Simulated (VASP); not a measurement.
## C: relaxation of cell and atoms with LDA

C:

```
C
1.0
     1.23319    0.71198    8.28262
    -1.23319    0.71198    8.28262
     0.00000   -1.42396    8.28262
C
4
Direct
  0.91283 0.91283 0.91283
  0.24615 0.24615 0.24615
  0.75385 0.75385 0.75385
  0.08717 0.08717 0.08717
```

This isn't the form of C at room conditions, which is graphite.

- Program: VASP 6.6.1
- Task: relaxation of cell and atoms
- Functional: LDA
- Potentials or basis: VASP PAW LDA potentials, release 64 (C)
- Cutoff: 520 eV
- k mesh: 3 × 3 × 3
- Occupations: gaussian, width 0.02 eV
- Spin: no spin polarisation
- Further INCAR settings: ALGO = Normal; EDIFF = 1e-07; IBRION = 2; EDIFFG = -0.002; NSW = 80; ISIF = 3

- Relaxed volume: 7.99 Å³/atom
- Relaxed cell: a = 6.297 Å, b = 6.297 Å, c = 6.297 Å, α = 22.46°, β = 22.46°, γ = 22.46°
- Space group after relaxing (to 0.05 Å): R-3m (No. 166)
- Energy gained by relaxing: 119.1 meV/atom
- Ionic steps: 41
- Pressure after relaxing: 0.0 GPa
- Band gap on the k mesh: 1.69 eV, direct

The path:
| step | energy change (eV) | largest force (eV/Å) | pressure (GPa) | volume (Å³) |
| --- | --- | --- | --- | --- |
| 1 | 0.0000 | 0.0931 | -3.94 | 43.63 |
| 3 | -0.0099 | 0.0946 | 0.07 | 42.87 |
| 5 | -0.1114 | 0.1543 | -0.06 | 39.87 |
| 7 | 0.2559 | 1.4557 | 18.58 | 26.45 |
| 9 | -0.4576 | 0.0705 | 3.78 | 30.28 |
| 11 | -0.4702 | 0.0711 | 2.42 | 31.19 |
| 13 | -0.4722 | 0.0577 | -0.19 | 31.34 |
| 15 | -0.4734 | 0.0646 | 0.08 | 31.35 |
| 17 | -0.4745 | 0.0671 | 0.35 | 31.39 |
| 19 | -0.4751 | 0.0334 | 0.43 | 31.47 |
| 21 | -0.4760 | 0.0183 | 0.03 | 31.69 |
| 23 | -0.4761 | 0.0175 | 0.85 | 32.00 |
| 25 | -0.4765 | 0.0067 | -0.04 | 31.98 |
| 27 | -0.4765 | 0.0015 | -0.14 | 31.95 |
| 29 | -0.4765 | 0.0025 | 0.00 | 31.95 |
| 31 | -0.4765 | 0.0041 | 0.02 | 31.95 |
| 33 | -0.4765 | 0.0051 | 0.03 | 31.95 |
| 35 | -0.4765 | 0.0042 | 0.02 | 31.95 |
| 37 | -0.4765 | 0.0017 | -0.01 | 31.96 |
| 39 | -0.4765 | 0.0020 | 0.03 | 31.96 |
| 41 | -0.4765 | 0.0008 | 0.00 | 31.97 |

Final structure:
```
C
1.0
     1.22648    0.70811    6.13576
    -1.22648    0.70811    6.13576
     0.00000   -1.41621    6.13576
C
4
Direct
  0.90719 0.90719 0.90719
  0.24048 0.24048 0.24048
  0.75952 0.75952 0.75952
  0.09281 0.09281 0.09281
```

Levels at points of the mesh, in eV from the valence-band top:
| k point | band 5 | band 6 | band 7 | band 8 | band 9 | band 10 | band 11 | band 12 |
| --- | --- | --- | --- | --- | --- | --- | --- | --- |
| (0.00, 0.00, 0.00) | -2.19 | -2.19 | -2.07 | -2.07 | 5.47 | 9.12 | 9.12 | 9.36 |

It took 2.6 min on 4 MPI ranks on Intel(R) Xeon(R) Platinum 8375C CPU @ 2.90GHz (Ice Lake), on a shared host, peak memory 0.22 GiB a rank.

Caveat: the k mesh is coarse (spacing up to 0.98 Å⁻¹), so the values aren't converged; the volume moved by over 15 % at a fixed basis, so the end points are rough; an odd mesh through Γ misses points on the zone boundary, where band edges often lie.
